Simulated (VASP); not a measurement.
# MnS (P6_3mc) in VASP: single point with PBE+U

Aim: the single point of MnS with PBE+U.

All numbers are computed with VASP 6.6.1; they aren't measurements. Logs are shortened: lines on timing, memory, paths and dates and some standing lists are left out, and cuts for length are marked.

### Step 1. The cell of the first run

The structure is hexagonal, space group P6_3mc (No. 186). The conventional cell has a = 3.996 Å, b = 3.996 Å, c = 6.446 Å, α = 90.00°, β = 90.00°, γ = 120.00°. Mn (site symmetry 3m) is surrounded by 4 S at 2.42 to 2.44 Å. Around S (site symmetry 3m) lie 4 Mn at 2.42 to 2.44 Å.

### Step 2. Single point, PBE+U, collinear spin, typed start (moments +- scaled by 0.4, plain SCF)

Input file INCAR:

```
SYSTEM = MnS
ALGO = Normal ; EDIFF = 1E-6
ENCUT = 520 ; GGA = PE
ISIF = 2 ; ISMEAR = -1
ISPIN = 2 ; LASPH = .TRUE.
LCHARG = .TRUE. ; LDAU = .TRUE.
LDAUJ = 0 0 ; LDAUL = 2 -1
LDAUPRINT = 1 ; LDAUTYPE = 2
LDAUU = 3.9 0 ; LELF = .TRUE.
LMAXMIX = 4 ; LORBIT = 11
LREAL = .FALSE. ; LVHAR = .TRUE.
LWAVE = .FALSE. ; MAGMOM = 1.8 -1.8 0 0
NBANDS = 31 ; NELM = 150
PREC = Accurate ; SIGMA = 0.05
```

Input file KPOINTS:

```
k-points
0
G
  7 7 4
  0 0 0
```

Input file POSCAR:

```
MnS
1.0
    3.9960010800      0.0000000000      0.0000000000
   -1.9980005400      3.4606384500      0.0000000000
    0.0000000000      0.0000000000      6.4460000000
Mn S
2 2
Direct
    0.3333333300      0.6666666700      0.0000000000
    0.6666666700      0.3333333300      0.5000000000
    0.3333333300      0.6666666700      0.3750000000
    0.6666666700      0.3333333300      0.8750000000
```

Potentials or basis: VASP PAW PBE potentials, release 64 (Mn_pv, S).

On the command line:

```console
$ cat potpaw_PBE.64/Mn_pv/POTCAR potpaw_PBE.64/S/POTCAR > POTCAR
$ mpirun -np 1 vasp_std > vasp.out
```

OUTCAR:

```text
SYSTEM = MnS
   EDIFF = 1E-6
   ENCUT = 520
   GGA = PE
   ISIF = 2
   ISMEAR = -1
   ISPIN = 2
   LASPH = .TRUE.
   LORBIT = 11
   LREAL = .FALSE.
   NELM = 150
   PREC = Accurate

 ion  position               nearest neighbor table
   1  0.333  0.667  0.000-   3 2.42   4 2.44   4 2.44   4 2.44
   2  0.667  0.333  0.500-   4 2.42   3 2.44   3 2.44   3 2.44
   3  0.333  0.667  0.375-   1 2.42   2 2.44   2 2.44   2 2.44
   4  0.667  0.333  0.875-   2 2.42   1 2.44   1 2.44   1 2.44

  LATTYP: Found a hexagonal cell.
 ALAT       =     3.9960010800
 C/A-ratio  =     1.6131126771

  Lattice vectors:

 A1 = (   3.9960010800,   0.0000000000,   0.0000000000)
 A2 = (  -1.9980005400,   3.4606384500,   0.0000000000)
 A3 = (   0.0000000000,   0.0000000000,   6.4460000000)

Analysis of symmetry for initial positions (statically):
=====================================================================
 Subroutine PRICEL returns:
 Original cell was already a primitive cell.

 Routine SETGRP: Setting up the symmetry group for a
 hexagonal supercell.

 Subroutine GETGRP returns: Found 12 space group operations
 (whereof  6 operations were pure point group operations)
 out of a pool of 24 trial point group operations.

The static configuration has the point symmetry C_3v.
 The point group associated with its full space group is C_6v.

Analysis of symmetry for dynamics (positions and initial velocities):
=====================================================================
 Subroutine PRICEL returns:
 Original cell was already a primitive cell.

 Routine SETGRP: Setting up the symmetry group for a
 hexagonal supercell.

 Subroutine GETGRP returns: Found 12 space group operations
 (whereof  6 operations were pure point group operations)
 out of a pool of 24 trial point group operations.

The dynamic configuration has the point symmetry C_3v.
 The point group associated with its full space group is C_6v.

Analysis of structural, dynamic, and magnetic symmetry:
=====================================================================
 Subroutine PRICEL returns:
 Original cell was already a primitive cell.

 Routine SETGRP: Setting up the symmetry group for a
 hexagonal supercell.

 Subroutine GETGRP returns: Found 12 space group operations
 (whereof  6 operations were pure point group operations)
 out of a pool of 24 trial point group operations.
[... 211 lines left out ...]
  o =  0.9349  v =  0.0000  0.0000  0.0000  0.0000  0.0000  0.0000  0.0000  1.0000 -0.0000 -0.0000      0.0000  0.0000  0.0000  0.0000  0.0000  0.0000  0.0000  0.0000  0.0000  0.0000
  o =  0.9372  v =  0.0000  0.0000  0.0000  0.0000  0.0000 -0.8700 -0.0000  0.0000  0.4930  0.0000      0.0000  0.0000  0.0000  0.0000  0.0000  0.0000  0.0000  0.0000  0.0000  0.0000
  o =  0.9372  v =  0.0000  0.0000  0.0000  0.0000  0.0000  0.0000 -0.4930  0.0000 -0.0000  0.8700      0.0000  0.0000  0.0000  0.0000  0.0000  0.0000  0.0000  0.0000  0.0000  0.0000

 number of electron      37.9999996 magnetization      -0.0000000

 Free energy of the ion-electron system (eV)
  ---------------------------------------------------
  ext. energy  EPLUGINS =         0.00000000
  ---------------------------------------------------
  free energy    TOTEN  =       -26.08377940 eV

  energy without entropy =      -26.08377940  energy(sigma->0) =      -26.08377940

 E-fermi :   4.5085     XC(G=0):  -9.2151

 val. band max:        3.4761966527   @ k =   0.0000   0.0000   0.0000
 cond. band min:       5.8199383867   @ k =   0.0000   0.0000   0.0000
 fundamental gap:      2.3437417340
 Fermi energy:         4.5085422544

 spin component 1

 k-point     1 :       0.0000    0.0000    0.0000
  band No.  band energies     occupation
      1     -46.4490      1.00000
      2     -46.4489      1.00000
      3     -46.4358      1.00000
      4     -41.6418      1.00000
      5     -41.6375      1.00000
      6     -41.6375      1.00000
[... 805 lines left out ...]
     30      11.6287      0.00000
     31      12.5213      0.00000
 Fermi energy:         4.5085422544

 spin component 2

 k-point     1 :       0.0000    0.0000    0.0000
  band No.  band energies     occupation
      1     -46.4490      1.00000
      2     -46.4489      1.00000
      3     -46.4358      1.00000
      4     -41.6418      1.00000
      5     -41.6375      1.00000
      6     -41.6375      1.00000
[... 805 lines left out ...]
     30      11.6287      0.00000
     31      12.5213      0.00000

------------------------ aborting loop because EDIFF is reached ----------------------------------------

  FORCE on cell =-STRESS in cart. coord.  units (eV):
  Direction    XX          YY          ZZ          XY          YZ          ZX
  --------------------------------------------------------------------------------------
  -------------------------------------------------------------------------------------
  Total        1.6101558      1.6101558      1.4272708      0.0000000      0.0000000      0.0000000
  in kB       28.9405224     28.9405224     25.6533950      0.0000000      0.0000000      0.0000000
  external PRESSURE =      27.8448132 kB  Pullay stress =       0.0000000 kB

 VOLUME and BASIS-vectors are now :
 -----------------------------------------------------------------------------
  energy-cutoff  :      520.00
  volume of cell :       89.14
      direct lattice vectors                 reciprocal lattice vectors
     3.996001080  0.000000000  0.000000000     0.250250183  0.144482010  0.000000000
    -1.998000540  3.460638450  0.000000000     0.000000000  0.288964020  0.000000000
     0.000000000  0.000000000  6.446000000     0.000000000  0.000000000  0.155134967

 POSITION                                       TOTAL-FORCE (eV/Angst)
 -----------------------------------------------------------------------------------
     -0.00000      2.30709      0.00000        -0.000000      0.000000     -0.025289
      1.99800      1.15355      3.22300         0.000000     -0.000000     -0.025289
     -0.00000      2.30709      2.41725         0.000000     -0.000000      0.025289
      1.99800      1.15355      5.64025         0.000000      0.000000      0.025289
 -----------------------------------------------------------------------------------
    total drift:                               -0.000021      0.000011     -0.000244

  FREE ENERGIE OF THE ION-ELECTRON SYSTEM (eV)
  ---------------------------------------------------
  free  energy   TOTEN  =       -26.0837793966 eV

  energy  without entropy=      -26.0837793965  energy(sigma->0) =      -26.08377940

 total charge

# of ion       s       p       d       tot
------------------------------------------
    1        0.259   6.207   4.887  11.353
    2        0.259   6.207   4.887  11.353
    3        1.311   2.480   0.000   3.791
    4        1.311   2.480   0.000   3.791
--------------------------------------------------
tot          3.142  17.373   9.774  30.289

 magnetization (x)

# of ion       s       p       d       tot
------------------------------------------
    1        0.037   0.047   4.430   4.514
    2       -0.037  -0.047  -4.430  -4.514
    3       -0.003  -0.006   0.000  -0.009
    4        0.003   0.006   0.000   0.009
--------------------------------------------------
tot         -0.000   0.000   0.000   0.000
```

OSZICAR:

```text
N       E                     dE             d eps       ncg     rms          rms(c)
DAV:   1     0.373776165721E+03    0.37378E+03   -0.20801E+04  3160   0.126E+03
DAV:   2     0.644434181282E+01   -0.36733E+03   -0.34974E+03  3074   0.360E+02
DAV:   3    -0.200388153992E+02   -0.26483E+02   -0.26022E+02  3543   0.103E+02
DAV:   4    -0.206478538600E+02   -0.60904E+00   -0.60793E+00  3314   0.160E+01
DAV:   5    -0.206591008504E+02   -0.11247E-01   -0.11243E-01  3610   0.241E+00    0.231E+01
DAV:   6    -0.255952656522E+02   -0.49362E+01   -0.43861E+01  3186   0.519E+01    0.250E+01
DAV:   7    -0.258146699905E+02   -0.21940E+00   -0.45330E+00  3123   0.177E+01    0.118E+01
DAV:   8    -0.259842523938E+02   -0.16958E+00   -0.64017E-01  3891   0.716E+00    0.621E+00
DAV:   9    -0.260769126623E+02   -0.92660E-01   -0.23602E-01  3557   0.283E+00    0.183E+00
DAV:  10    -0.260785488596E+02   -0.16362E-02   -0.28073E-02  3235   0.139E+00    0.503E-01
DAV:  11    -0.260826890291E+02   -0.41402E-02   -0.57855E-03  3200   0.456E-01    0.197E-01
DAV:  12    -0.260835658174E+02   -0.87679E-03   -0.10946E-03  3361   0.286E-01    0.831E-02
DAV:  13    -0.260837009992E+02   -0.13518E-03   -0.23084E-04  3340   0.972E-02    0.912E-02
DAV:  14    -0.260837305488E+02   -0.29550E-04   -0.16088E-05  3431   0.295E-02    0.589E-02
DAV:  15    -0.260837788686E+02   -0.48320E-04   -0.69308E-05  3053   0.384E-02    0.177E-02
DAV:  16    -0.260837793966E+02   -0.52792E-06   -0.20204E-06  3210   0.911E-03
   1 F= -.26083779E+02 E0= -.26083779E+02  d E =-.862867E-10  mag=     0.0000
```

Wall time 2.5 min (1 thread of Intel Xeon Platinum 8259CL at 2.50GHz (Skylake/Cascade Lake), shared host); peak memory 0.28 GiB.

Results:

| Item | Value |
| --- | --- |
| Free energy | -26.0838 eV |
| Pressure | 2.8 GPa |
| Largest force | 0.025 eV/Å |
| Band gap on the k mesh | 2.34 eV, direct |
| Net moment | 0.00 μB per cell |
| Site moments | Mn +4.51, -4.51; S -0.01, +0.01 μB |
| Valence electrons inside the program's atomic spheres | Mn 11.35; S 3.79 |

Forces on the atoms (eV/Å):
```
Mn   0.000  0.000 -0.025
Mn   0.000  0.000 -0.025
S    0.000  0.000  0.025
S    0.000  0.000  0.025
```

Stress tensor (GPa, compression positive):
```
2.89 0.00 0.00
0.00 2.89 0.00
0.00 0.00 2.57
```

Eigenvalues of the final occupation matrices:
```tsv
site	spin	trace	eigenvalues
site 1 d	1	4.67	0.93 0.93 0.93 0.94 0.94
site 1 d	2	0.23	0.02 0.02 0.06 0.06 0.07
site 2 d	1	0.23	0.02 0.02 0.06 0.06 0.07
site 2 d	2	4.67	0.93 0.93 0.93 0.94 0.94
```

Caveat: an odd mesh through Γ misses points on the zone boundary, where band edges often lie.
